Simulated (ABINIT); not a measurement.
Input of an ABINIT 10.8.3 (patched build) run:

The input run.abi:

```
# Pseudopotentials
pp_dirpath "./"
pseudos "Zr.GGA_PBE-JTH.xml, B.GGA_PBE-JTH.xml"

# Structure
acell 3*1.0 Angstrom
rprim
     3.1700000000     0.0000000000     0.0000000000
    -1.5850000000     2.7453005300     0.0000000000
     0.0000000000     0.0000000000     3.5330000000
ntypat 2
znucl 40 5
natom 3
typat 1 2 2
xcart
     0.0000000000     0.0000000000     0.0000000000
     1.5850000002     0.9151001766     1.7665000000
    -0.0000000002     1.8302003534     1.7665000000 Angstrom

# Plane-wave basis
ecut 20.0
pawecutdg 40.0

# k points
kptopt 1
ngkpt 10 10 8
nshiftk 1
shiftk 0.0 0.0 0.0

# Exchange and correlation
ixc 7

# Bands and occupations
nband 13
occopt 3
tsmear 0.05 eV

# SCF cycle
nstep 100
tolvrs 1.0e-9

# Output
iomode 3
prtwf 0
prtden 0
prteig 0
prtebands 0
enunit 2
```

Potentials or basis: JTH PAW PBE v2.0.

The run is started by

```sh
$ abinit run.abi > log 2>&1
```

What does it give for the pressure?

-8.7 GPa.

What does it give for the band gap on the k mesh?

None (metal or under the smearing width).

Stress tensor (GPa, compression positive):
```
-8.99  0.00  0.00
 0.00 -8.99  0.00
 0.00  0.00 -8.19
```

Caveat: the PAW data sets were made with another functional, which shifts forces and pressure a little.
